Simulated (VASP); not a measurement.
The system is BN.

```
CELL_PARAMETERS angstrom
0.00000 1.81300 1.81300
1.81300 0.00000 1.81300
1.81300 1.81300 0.00000
ATOMIC_POSITIONS crystal
N 0.25000 0.25000 0.25000
B 0.00000 0.00000 0.00000
```

The cell is a database's computed one.

| Item | Value |
| --- | --- |
| Program | VASP 6.6.1 |
| Task | relaxation of cell and atoms |
| Functional | LDA |
| Potentials or basis | VASP PAW LDA potentials, release 64 (N, B) |
| Cutoff | 600 eV |
| k mesh | 13 × 13 × 13 |
| Occupations | fermi-dirac, width 0.05 eV |
| Spin | no spin polarisation |

At the start: pressure -13.6 GPa; volume 5.96 Å³/atom.

Task: Where does the relaxation end?

Result: Over 3 steps the energy falls by 9.2 meV/atom and the volume is 5.75 Å³/atom (-3.5 %); space group F-43m (No. 216, to 0.05 Å).

The path:
| step | energy change (eV) | largest force (eV/Å) | pressure (GPa) | volume (Å³) |
| --- | --- | --- | --- | --- |
| 1 | 0.0000 | 0.0000 | -13.56 | 11.92 |
| 2 | 0.0025 | 0.0000 | 16.24 | 11.07 |
| 3 | -0.0185 | 0.0000 | -0.10 | 11.50 |

Final structure:
```cif
data_structure
_symmetry_space_group_name_H-M 'P 1'
_symmetry_Int_Tables_number 1
_cell_length_a 2.5334
_cell_length_b 2.5334
_cell_length_c 2.5334
_cell_angle_alpha 60.000
_cell_angle_beta 60.000
_cell_angle_gamma 60.000
_cell_volume 11.50
loop_
_atom_site_label
_atom_site_type_symbol
_atom_site_fract_x
_atom_site_fract_y
_atom_site_fract_z
_atom_site_occupancy
N1 N 0.25000 0.25000 0.25000 1
B1 B 0.00000 0.00000 0.00000 1
```
